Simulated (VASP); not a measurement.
Runs of VASP 6.6.1 on Hf. Symmetry: I4_1/amd, No. 141, tetragonal system. The conventional cell has a = 5.513 Å, b = 5.513 Å, c = 3.008 Å, α = 90.00°, β = 90.00°, γ = 90.00°. Hf (site symmetry -4m2) is surrounded by 6 Hf at 2.86 to 3.01 Å. The cell was built by a generator and needn't be a form met in nature.

```csv
cell,k mesh,mesh quality,gap on the mesh (eV),pressure (GPa)
"I4_1/amd, 22.85 Å³/atom",6 × 6 × 6,coarse,none,(a)
"I4_1/amd, 22.19 Å³/atom",20 × 20 × 20,not flagged,none,-0.3
"Fmmm, 23.45 Å³/atom",20 × 20 × 20,not flagged,none,-0.4
"Fd-3m, 25.44 Å³/atom",6 × 6 × 6,not flagged,none,9.2
```

Alike in all rows: task single point; level PBEsol; potentials or basis VASP PAW PBE potentials, release 64 (Hf_pv); no spin polarisation; cutoff (eV) 520; smearing gaussian 0.1 eV.

**Question.** Fill in the values left out.

**Answer.** (a) -2.5.

Caveats: some runs use coarse meshes; the PAW data sets were made with another functional, which shifts forces and pressure a little.

A k mesh can miss the band edges, and the runs leave out spin-orbit coupling on Hf.

A gap of «none» marks a metal or a gap under the smearing width.
